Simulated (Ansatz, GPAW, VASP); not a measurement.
One calculation of PbS, 3 ways

```
Pb S
1.0
     0.00000    2.96575    2.96575
     2.96575    0.00000    2.96575
     2.96575    2.96575    0.00000
Pb S
1 1
Direct
  0.00000 0.00000 0.00000
  0.50000 0.50000 0.50000
```

Alike in all runs: task single point; functional PBE; k mesh 8 × 8 × 8; occupations gaussian, width 0.022 eV; no spin polarisation; no spin-orbit coupling. Pressure is positive in compression and, in plane waves, holds the error of the finite cutoff.

| program and potentials | plane-wave cutoff (eV) | notes | band gap (eV) | pressure (GPa) |
| --- | --- | --- | --- | --- |
| VASP, PBE PAW files Pb_d, S, 520 eV | 520 | - | ? | ? |
| GPAW, GPAW PAW data sets (gpaw-data 1.2.1) | 600 | - | 0.31 | 2.00 |
| Ansatz, all-electron LAPW, scalar-relativistic | - | - | 0.36 | 2.24 |

Problem. Estimate from the other rows what the run with VASP, PBE PAW files Pb_d, S, 520 eV gave.

Solution. Band gap 0.36 eV; pressure 2.16 GPa. The other rows, which needn't bracket it: band gap 0.31 to 0.36; pressure 2.00 to 2.24.
